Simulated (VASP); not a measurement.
A run of VASP 6.6.1 is set up as follows.

File INCAR:

```
PREC = Accurate
ENCUT = 600
EDIFF = 1E-8
ISMEAR = 0
SIGMA = 0.02
LREAL = F
LASPH = T
NELM = 80
ALGO = Fast
ISIF = 2
LWAVE = F
LCHARG = F
GGA = CA
LEPSILON = T
IBRION = 8
NSW = 1
```

The input KPOINTS:

```
Automatic mesh
0
Gamma
  9 9 4
```

POSCAR

```
SnSe2
1.0
    3.8418991400      0.0000000000      0.0000000000
   -1.9209495700      3.3271822500      0.0000000000
    0.0000000000      0.0000000000      6.4858801000
Sn Se
1 2
Direct
    0.0000000000      0.0000000000      0.0000000000
    0.6666666700      0.3333333300      0.7570988600
    0.3333333300      0.6666666700      0.2429011400
```

Potentials or basis: VASP PAW LDA potentials, release 64 (Sn_d, Se).

The run is started by

```sh
$ cat potpaw_LDA.64/Sn_d/POTCAR potpaw_LDA.64/Se/POTCAR > POTCAR
$ mpirun -np 1 vasp_std > vasp.out
```

(1) Predict the electronic dielectric tensor (diagonal).

(2) Estimate the Born charges (mean of the diagonal).

(3) Estimate the highest phonon frequency at Γ, LO-TO splitting left out.

(4) Estimate the band gap on the k mesh.

Results:

(1) 12.21, 12.21, 7.97.

(2) Sn +3.93; Se -1.97 e.

(3) 242 cm⁻¹.

(4) 0.67 eV, indirect (least direct gap 1.04 eV).

Caveat: the gap is small at this level, which inflates the dielectric constant; spin-orbit coupling is left out, which moves the levels of the heavy elements; an odd mesh through Γ misses points on the zone boundary, where band edges often lie.
